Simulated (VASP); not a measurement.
# GaN in VASP: how settings move the PBE single point

Aim: see what changed inputs do to the PBE single point of GaN in the zincblende structure, under -1.0 % equal strain in all directions.

Code: VASP 6.6.1. PAW datasets, plane waves. Spin-unpolarised throughout; all numbers are computed.

## Step 1: The structure to begin with

The cell comes from an earlier relaxation with r2SCAN in another program.

It is cubic, F-43m (No. 216); conventional cell a = 4.453 Å, 11.04 Å³ an atom. Around Ga lie 4 N at 1.93 Å; around N lie 4 Ga at 1.93 Å.

As a file:

```cif
data_structure
_symmetry_space_group_name_H-M 'P 1'
_symmetry_Int_Tables_number 1
_cell_length_a 3.1487
_cell_length_b 3.1487
_cell_length_c 3.1487
_cell_angle_alpha 60.000
_cell_angle_beta 60.000
_cell_angle_gamma 60.000
_cell_volume 22.07
loop_
_atom_site_label
_atom_site_type_symbol
_atom_site_fract_x
_atom_site_fract_y
_atom_site_fract_z
_atom_site_occupancy
Ga1 Ga 0.00000 0.00000 0.00000 1
N1 N 0.25000 0.25000 0.25000 1
```

## Step 2: Reference

Contents of INCAR:

```
ENCUT = 520.000000
SIGMA = 0.020000
EDIFF = 1.00e-07
GGA = PE
PREC = Accurate
IBRION = -1
ISIF = 2
ISMEAR = -1
NBANDS = 16
NELM = 120
NSW = 0
LASPH = .TRUE.
LCHARG = .FALSE.
LWAVE = .FALSE.
LREAL = .FALSE.
```

Contents of KPOINTS:

```
KPOINTS created by Atomic Simulation Environment
0
Gamma
10 10 10
0 0 0
```

Contents of POSCAR:

```
Ga N
 1.0000000000000000
     0.0000000000000000    2.2264630156999998    2.2264630156999998
     2.2264630156999998    0.0000000000000000    2.2264630156999998
     2.2264630156999998    2.2264630156999998    0.0000000000000000
 Ga  N
   1   1
Cartesian
  0.0000000000000000  0.0000000000000000  0.0000000000000000
  1.1132315078499997  1.1132315078499997  1.1132315078499997
```

A file KPOINTS_OPT adds named points for the levels; it doesn't enter the self-consistent loop.

Potentials: the recommended PBE PAW datasets, 18 valence electrons.

Launch:

```sh
> mpirun -np 1 vasp_std
```

## Step 3: Try 1

Contents of INCAR:

```
ENCUT = 520.000000
EDIFF = 1.00e-07
GGA = PE
IBRION = -1
ISIF = 2
NBANDS = 16
NSW = 0
LASPH = .TRUE.
LCHARG = .FALSE.
LWAVE = .FALSE.
LREAL = .FALSE.
PREC = Medium
ISMEAR = 1
SIGMA = 0.1
NELM = 70
```

KPOINTS is that of step 2.

POSCAR is that of step 2.

## Step 4: Try 2

Contents of INCAR:

```
ENCUT = 520.000000
SIGMA = 0.020000
EDIFF = 1.00e-07
GGA = PE
IBRION = -1
ISIF = 2
ISMEAR = -1
NBANDS = 16
NSW = 0
LASPH = .TRUE.
LCHARG = .FALSE.
LWAVE = .FALSE.
LREAL = .FALSE.
ADDGRID = .TRUE.
PREC = Single
IVDW = 10
NELM = 52
```

KPOINTS is that of step 2.

POSCAR is that of step 2.

## Step 5: Try 3

INCAR: that of step 2 with these lines changed.

```diff
@@ -8,3 +8,2 @@
 ISMEAR = -1
-NBANDS = 16
 NELM = 120
@@ -15 +14,3 @@
 LREAL = .FALSE.
+NBANDS = 21
+NELMDL = 0
```

KPOINTS is that of step 2.

POSCAR is that of step 2.

Before running it: what results should come out? Wanted: for each run, changed; ending; energy change; pressure; electronic steps; usable.

The runs gave:

| run | changed | ending | energy change (meV/atom) | pressure (GPa) | gap on the mesh (eV; negative: overlap) | electronic steps | time | usable |
| --- | --- | --- | --- | --- | --- | --- | --- | --- |
| ref. | – | converged | 0 | 12.6 | 1.96 | 14 | 12 s | yes |
| 1 | PREC = Medium, ISMEAR = 1, SIGMA = 0.1, NELM = 70 | converged | -0.2 | 12.6 | 1.96 | 14 | 7.8 s | no |
| 2 | ADDGRID = .TRUE., PREC = Single, IVDW = 10, NELM = 52 | converged | – | 10.3 | 1.96 | 14 | 10 s | no |
| 3 | NBANDS = 21, NELMDL = 0 | converged | 0.0 | 12.6 | 1.96 | 14 | 13 s | yes |

**Reading.** Of 3 altered inputs, 2 ended normally on a faulty or unsound input, 1 gave usable results.
